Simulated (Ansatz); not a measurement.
**Y: from a trial structure to a relaxed crystal**

Level of theory: DFT PBE, scalar-relativistic, plane waves, PAW (Ansatz 0.2.0). Cutoff 420 eV, Γ-centred k mesh, Gaussian smearing, no spin polarisation in the final step.

The start puts Y on the simple hexagonal structure type (P6/mmm, No. 191), at a guessed volume.

```yaml
crystal:
  lattice:
    - [3.48056, 0.00000, 0.00000]
    - [-1.74028, 3.01425, 0.00000]
    - [0.00000, 0.00000, 3.25214]
  atoms:
    - { symbol: Y, position: [0.00000, 0.00000, 0.00000] }
```

Cell and atoms relax at zero pressure; the relaxation can't lower the symmetry of the start.

Energies count from the standard state of Y at the same level.

Question: Describe the relaxed structure.

Answer: It keeps P6/mmm (No. 191). The result has the simple hexagonal structure. Conventional cell: a = 3.420 Å, c = 3.331 Å. Y has 8 Y at 3.33–3.42 Å.

```
Y
1.0
     3.42038    0.00000    0.00000
    -1.71019    2.96213    0.00000
     0.00000    0.00000    3.33056
Y
1
Cartesian
  0.0000 0.0000 0.0000
```

Question: What are its volume, energy, density and gap?

Answer: The volume per atom is 33.74 Å³ and the density is 4.38 g/cm³. The energy over the standard structure is 0.46 eV/atom and the gap on the 18×18×18 mesh is 0 eV (a metal).

The final run used a 18×18×18 mesh on its 1-atom cell and 0.10 eV smearing. The k mesh leaves about 4 meV/atom of noise in metals. Symmetry constrained the relaxation, so the result can be a saddle point. The steps took about 50 core-seconds in all.